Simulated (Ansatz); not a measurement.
`C[O][InH][Br]` + `C=CCC` → `C[O][InH][CH3]` + `C=CCBr`  (formal exchange of groups at the In–Br bond)

Computed with Ansatz on PBE0-D4/def2-TZVP structures; ΔE is electronic, products minus reactants. CCSD(T)/CBS is the MP2 limit (def2-TZVPP, def2-QZVPP) plus CCSD(T) − MP2 in def2-TZVPP, frozen cores. Functionals use def2-TZVPP. Elements past krypton have def2 core potentials. For Br, In outer-core shells are correlated without core-valence functions, which leaves a few kJ/mol of doubt a bond. Scalar relativity is left out up to krypton. One conformer a species, not always the lowest.

```
       level  ΔE (kJ/mol)
 LDA (SPW92)        161.6
MP2/def2-SVP        193.3
```

Task: What does CCSD(T)/CBS give? (An estimate is asked.)

Result: Ansatz gave: +168.6 kJ/mol. The listed levels differ from it by -7.0, 24.7 kJ/mol.

Task: What do rigid-rotor, harmonic-oscillator terms from PBE0-D4/def2-TZVP frequencies (298.15 K, 1 bar) make of the CCSD(T)/CBS value? (Best estimate.)

Result: Ansatz gave: ΔZPE = -8.0 kJ/mol, ΔH = +161.7 kJ/mol, ΔS = 15 J/(mol·K), ΔG = +157.2 kJ/mol. Modes under 50 cm⁻¹ make the entropy rough.

Largest T1 diagnostic among the species: 0.015.

From BLYP to BHLYP (50 % exact exchange), in def2-TZVPP and without D4, ΔE moves by +21.9 kJ/mol. In def2-TZVPP, CCSD(T) changes the Hartree–Fock value by −32.9 kJ/mol (the triples alone add −4.1 kJ/mol) and MP2 by −33.5 kJ/mol.

CCSD(T)/CBS has its own doubt, a few kJ/mol and more with outer-core shells, so smaller differences from it don't rank the levels.
